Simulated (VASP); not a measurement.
Here is a VASP 6.6.1 calculation.

File INCAR:

```
PREC     = Accurate       # precision mode
ENCUT    = 600            # plane-wave cutoff, eV
EDIFF    = 1E-6           # SCF threshold, eV
ISMEAR   = 0              # smearing method
SIGMA    = 0.1            # smearing width, eV
LREAL    = False          # projectors in reciprocal space
LASPH    = True           # aspherical terms in the spheres
NELM     = 100            # most SCF steps
ALGO     = Normal         # electronic algorithm
ISIF     = 3              # what is computed and relaxed
LWAVE    = False          # write WAVECAR
LCHARG   = False          # write CHGCAR
GGA      = PS             # functional
IBRION   = 2              # ionic algorithm
NSW      = 100            # ionic steps
EDIFFG   = -0.005         # ionic threshold
```

KPOINTS

```
regular mesh
0
Gamma
  18 18 18
```

POSCAR

```
Ta
1.0
    0.0000000000      2.0859058039      2.0859058039
    2.0859058039      0.0000000000      2.0859058039
    2.0859058039      2.0859058039      0.0000000000
Ta
1
Direct
    0.0000000000      0.0000000000      0.0000000000
```

Potentials or basis: VASP PAW PBE potentials, release 64 (Ta_pv).

Launch:

```sh
$ cat potpaw_PBE.64/Ta_pv/POTCAR > POTCAR
$ mpirun -np 1 vasp_std > vasp.out
```

**Question.** Predict the band gap on the k mesh.

**Answer.** None (metal or under the smearing width).

**Question.** Predict the space group after relaxing (to 0.05 Å).

**Answer.** Fm-3m (No. 225).

**Question.** Estimate the relaxed volume.

**Answer.** 18.21 Å³/atom.

Final structure:
```
CELL_PARAMETERS angstrom
0.00000 2.08827 2.08827
2.08827 0.00000 2.08827
2.08827 2.08827 0.00000
ATOMIC_POSITIONS crystal
Ta 0.00000 0.00000 0.00000
```

Caveat: the PAW data sets were made with another functional, which shifts forces and pressure a little. Spin-orbit coupling is left out, which matters for the levels of Ta.
